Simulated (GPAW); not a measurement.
# C (C2/m) in GPAW: single point with PBE

Aim: the single point of C with PBE.

Program: GPAW 26.7.0. These are calculated values, not measurements. Logs are shortened: lines on timing, memory, paths and dates and some standing lists are left out, and cuts for length are marked. The log counts tension as positive stress, the text compression.

## (1) The undisturbed crystal

Symmetry: C2/m, No. 12, monoclinic system. The conventional cell has a = 4.255 Å, b = 2.457 Å, c = 3.765 Å, α = 90.00°, β = 111.49°, γ = 90.00°. C (site symmetry m) has 3 C at 1.42 Å as nearest neighbours.

This is a stacking variant of graphite.

## (2) Single point, PBE (strain = 0.04)

Input file run.py:

```python
from ase.dft.bandgap import bandgap
from ase.io import read, write
from ase.units import GPa
from gpaw import GPAW, PW

atoms = read('POSCAR')

calc = GPAW(mode=PW(800),
            xc='PBE',
            kpts={'size': (13, 13, 8), 'gamma': True},
            occupations={'name': 'fermi-dirac', 'width': 0.05},
            nbands=11,
            convergence={'density': 1e-05, 'energy': 1e-05},
            maxiter=150,
            txt='gpaw.txt')
atoms.calc = calc
energy = atoms.get_potential_energy()
forces = atoms.get_forces()
stress = atoms.get_stress()
calc.write('gs.gpw')
write('result.traj', atoms)
print(f'Energy: {energy:.6f} eV')
print('Forces (eV/A):')
print(forces.round(4))
print('Stress (GPa):', (stress / GPa).round(3))
print('Fermi level:', round(calc.get_fermi_level(), 4), 'eV')
print(f'Gap: {bandgap(calc)[0]:.4f} eV, direct: {bandgap(calc, direct=True)[0]:.4f} eV')
```

Input file POSCAR:

```
C
1.0
    2.2124131195     -1.2774137376      0.0000000000
    2.2124131195      1.2774137376      0.0000000000
   -1.4342324161      0.0000000000      3.5028300786
C
2
Direct
    0.1666444700      0.1666444700      0.9999069600
    0.8333555300      0.8333555300      0.0000930400
```

Potentials or basis: GPAW PAW data sets (gpaw-data 1.2.1), pw.

The run is started by

```sh
OMP_NUM_THREADS=1 python run.py
```

gpaw.txt:

```text
__  _  _
 | _ |_)|_||  |
 |__||  | ||/\| - 26.7.0

Input parameters:
  mode=PW(ecut=800.0),
  convergence={'density': 1e-05, 'energy': 1e-05},
  kpts=MonkhorstPack(size=(13, 13, 8), gamma=True),
  maxiter=150,
  nbands=11,
  occupations=Occupations(name='fermi-dirac', width=0.05),
  xc=XC(name='PBE')

Diagonalizing LCAO Hamiltonian
Converting LCAO to pw mode

       C

                  C

Atoms  # Å, Bohr magnetons
|   | symbol |         x |         y |        z |    initial magnetic moments |
|---|--------|-----------|-----------|----------|-----------------------------|
| 0 |      C | -0.696726 | -0.000000 | 3.502504 | ( 0.0000,  0.0000,  0.0000) |
| 1 |      C |  3.687320 | -0.000000 | 0.000326 | ( 0.0000,  0.0000,  0.0000) |

Unit cell  # Å
| periodic |         x |         y |        z |  lengths |     angles |
|----------|-----------|-----------|----------|----------|------------|
|      yes |  2.212413 | -1.277414 | 0.000000 | 2.554713 | 109.156345 |
|      yes |  2.212413 |  1.277414 | 0.000000 | 2.554713 | 109.156345 |
|      yes | -1.434232 |  0.000000 | 3.502830 | 3.785081 |  60.002969 |

Number of symmetries: 4
Symmetry operations  # r_c * U_cc + t_c -> r_c
|   | kind |            matrix            |
|---|------|------------------------------|
| 0 |  E   |  1, 0, 0,  0, 1, 0,  0, 0, 1 |
| 1 |  σ   |  0, 1, 0,  1, 0, 0,  0, 0, 1 |
| 2 |  C2  |  0,-1, 0, -1, 0, 0,  0, 0,-1 |
| 3 |  i   | -1, 0, 0,  0,-1, 0,  0, 0,-1 |

BZ-sampling:
  Number of BZ points: 1352
  Number of IBZ points: 371

  Monkhorst-Pack size: [13, 13, 8]
  Monkhorst-Pack shift: [0.0, 0.0, 0.0625]

K-points  # in reciprocal-cell coordinates
|     |                                coordinates |     weight |
|-----|--------------------------------------------|------------|
|   0 | (  0.00000000,   0.00000000,   0.00000000) | 0.00073964 |
|   1 | (  0.00000000,   0.00000000,   0.12500000) | 0.00147929 |
|   2 | (  0.00000000,   0.00000000,   0.25000000) | 0.00147929 |
|   3 | (  0.00000000,   0.00000000,   0.37500000) | 0.00147929 |
|   4 | (  0.00000000,   0.00000000,   0.50000000) | 0.00073964 |
|   5 | (  0.07692308,  -0.07692308,   0.00000000) | 0.00147929 |
|   6 | (  0.07692308,  -0.07692308,   0.12500000) | 0.00295858 |
|   7 | (  0.07692308,  -0.07692308,   0.25000000) | 0.00295858 |
|   8 | (  0.07692308,  -0.07692308,   0.37500000) | 0.00295858 |
|   9 | (  0.07692308,  -0.07692308,   0.50000000) | 0.00147929 |
| ... |                                            |            |
| 370 | (  0.46153846,   0.46153846,   0.50000000) | 0.00147929 |

Plane wave coefficients: 1033
Cutoff: 800.0 eV

Spin-components: 1 (collinear spins)
Bands:           11
Projectors:      10
Spin-degeneracy: 2
Datatype:        complex128

Parallelization:
  kpt:    1
  domain: 1
  band:   1

Density:
  Valence electrons: 8.0
  Components: 1
  Grid points: [18 18 25]
  Charge: 0.0  # |e|

Potential:
  Grid points: [18 18 25]

species:
  C:
    name:    Carbon
    Z:       6.0
    valence: 4
    core:    2
    charge:  0.0  # [|e|]
    compensation charges:
      type: gauss
      rc: 0.20  # [Å]
      lmax: 2
    cutoffs:
      filter: 1.14  # [Å]
      core: 1.14  # [Å]
    projectors
    | kind |    occ | energy [eV] | rcut [Å] |
    |------|--------|-------------|----------|
    |   2s |  2.000 |     -13.751 |    0.635 |
    |   2p |  2.000 |      -5.284 |    0.635 |
    |    s |        |      13.461 |    0.635 |
    |    p |        |      21.927 |    0.635 |
    |    d |        |       0.000 |    0.635 |

    Using partial waves for C as LCAO basis

Reference energy: -2055.256231  # eV

eigensolver:
  PPCG
  Converge bands: occupied
  niter=2

density mixing:
  MSR1-Mixer
  Pratt-step length: 0.05
  Maximum mixing coefficient: 0.75
  Old densities: 10
  SVD Regularization: 0.005
  Good broyden scale: 1.0
  Trust region scale: 1.0
  Backstep threshold: 4.0
  History deletion threshold: 6.0
  Fourier metric: weight=20.0, sigma=0.015

occupation numbers:
  Fermi-Dirac:
    width: 0.0500  # eV

poisson solver:
  ecut: 6400.0  # eV

xc functional:
  name: PBE with 2 nearest neighbor stencil

convergence criteria:
[... 6 lines left out ...]
|iter     | |      energy | eigst |  dens |
|---------|-|-------------|-------|-------|
|iter:   1| |  -18.959113 | +0.53 |       |
|iter:   2| |  -18.869874 | -1.70 | -0.80 |
|iter:   3| |  -18.282762 | -1.23 | -0.83 |
|iter:   4| |  -18.287358 | -2.74 | -1.60 |
|iter:   5| |  -18.288907 | -4.03 | -2.03 |
|iter:   6| |  -18.288917 | -5.87 | -3.19 |
|iter:   7| |  -18.288920c| -6.86 | -3.59 |
|iter:   8| |  -18.288920c| -7.70c| -4.82 |
|iter:   9| |  -18.288920c| -8.31c| -5.30c|

Converged in 9 steps
Energy contributions relative to reference atoms: (reference = -2055.256231)

Energy contributions:
  Kinetic:           7.924300
  Coulomb:         -10.509765
  Zero:              0.044393
  External:          0.000000
  Xc:              -15.747844
  Entropy:          -0.000005
  Spinorbit:         0.000000
  ----------------------------
  Free energy:     -18.288923
  Extrapolated:    -18.288920

dipole moment: (0.000001, 0.000000, 0.000002)  # |e|*Ang

Fermi level: 5.095
Eigenvalues  # (at kpt = [0.000, 0.000, 0.000])
| band index |      eig [eV] | occ [0-2] |
|------------|---------------|-----------|
|          0 |       -13.749 |     2.000 |
|          1 |        -1.011 |     2.000 |
|          2 |         1.989 |     2.000 |
|          3 |         1.993 |     2.000 |
|          4 |         9.387 |     0.000 |
|          5 |        12.718 |     0.000 |
|          6 |        12.721 |     0.000 |
|          7 |        15.164 |     0.000 |
|          8 |        15.310 |     0.000 |
|          9 |        26.424 |     0.000 |
|         10 |        28.845 |     0.000 |

Gap: 0.753 eV
Transition (v -> c):
  (s=0, k=116, n=3, [0.31, -0.31, 0.00]) -> (s=0, k=196, n=4, [0.38, -0.31, 0.38])
Direct/indirect transitions are different
Direct gap: 0.762 eV
Transition at: (s=0, k=116, n=3, [0.31, -0.31, 0.00])

Forces  # eV/Ang
|        x |       y |        z |
|----------|---------|----------|
| -0.00183 | 0.00000 |  0.00066 |  # C    0
|  0.00183 | 0.00000 | -0.00066 |  # C    1

Stress tensor  # eV/Ang^3
|         x |         y |         z |
|-----------|-----------|-----------|
|  0.224718 | -0.000000 |  0.000198 |
| -0.000000 |  0.225200 | -0.000000 |
|  0.000198 | -0.000000 | -0.010903 |

# Writing to gs.gpw (mode='')
```

Wall time 41 s (1 thread of Intel Xeon 6975P-C (Granite Rapids), shared host); peak memory 0.26 GiB.

What came out:

- Free energy: -18.2889 eV
- Pressure: -23.4 GPa
- Band gap on the k mesh: 0.75 eV, indirect (least direct gap 0.76 eV)

Caveat: the density grid can change from cell to cell, which puts small steps into energies and stress; an odd mesh through Γ misses points on the zone boundary, where band edges often lie; this functional lacks dispersion, which binds the layers, so the pressure and a relaxed spacing across them are unreliable.
